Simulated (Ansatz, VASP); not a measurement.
## Hf: VASP beside Ansatz

The input INCAR:

```
SYSTEM = Hf
PREC = Accurate ; ENCUT = 520
EDIFF = 1E-7 ; ISMEAR = -1
SIGMA = 0.08 ; LREAL = .FALSE.
LASPH = .TRUE. ; NELM = 100
ALGO = Normal ; ISIF = 2
LWAVE = .FALSE. ; LCHARG = .FALSE.
GGA = PE ; NBANDS = 11
```

Contents of KPOINTS:

```
regular mesh
0
G
  16 16 16
  0 0 0
```

POSCAR

```
Hf
1.0
   -1.7916129179      1.7916129179      1.8320750000
    1.7916129179     -1.7916129179      1.8320750000
    1.7916129179      1.7916129179     -1.8320750000
Hf
1
Direct
    0.0000000000      0.0000000000      0.0000000000
```

Input for Ansatz:

```yaml
crystal:
  lattice:
    - [-1.7916129179, 1.7916129179, 1.832075]
    - [1.7916129179, -1.7916129179, 1.832075]
    - [1.7916129179, 1.7916129179, -1.832075]
  atoms:
    - { symbol: Hf, position: [0.0, 0.0, 0.0] }
kpoints:
  mp_grid: { grid: [16, 16, 16] }
scf:
  occupations: { method: fermi_dirac, width: 0.08 }
hamiltonian:
  xc: pbe
  pseudopotentials: { kind: all_electron, lapw: { basis_error: 0.001 } }
output:
  forces: true
  stress: true
  eigenvalues: true
```

Change from the starting cell: z stretched by +1.5 % at fixed volume.

Alike in both runs: task single point; functional PBE; k mesh 16 × 16 × 16; occupations fermi-dirac, width 0.08 eV; no spin polarisation.

```csv
,VASP,Ansatz
version,VASP 6.6.1,Ansatz 0.2.0
potentials or method,"VASP PAW PBE potentials, release 64 (Hf_pv)","all-electron LAPW, scalar-relativistic"
plane-wave cutoff (eV),520,see its input
```

```csv
,VASP,Ansatz,Ansatz less VASP
pressure (GPa),-5.1,-4.7,+0.37
largest component of the traceless stress (GPa),0.67,0.65,-0.019
```

Ansatz ran all-electron here, so the differences hold the error of VASP's frozen core and of both bases.

The runs have no spin-orbit coupling, so splittings on Hf are missing.
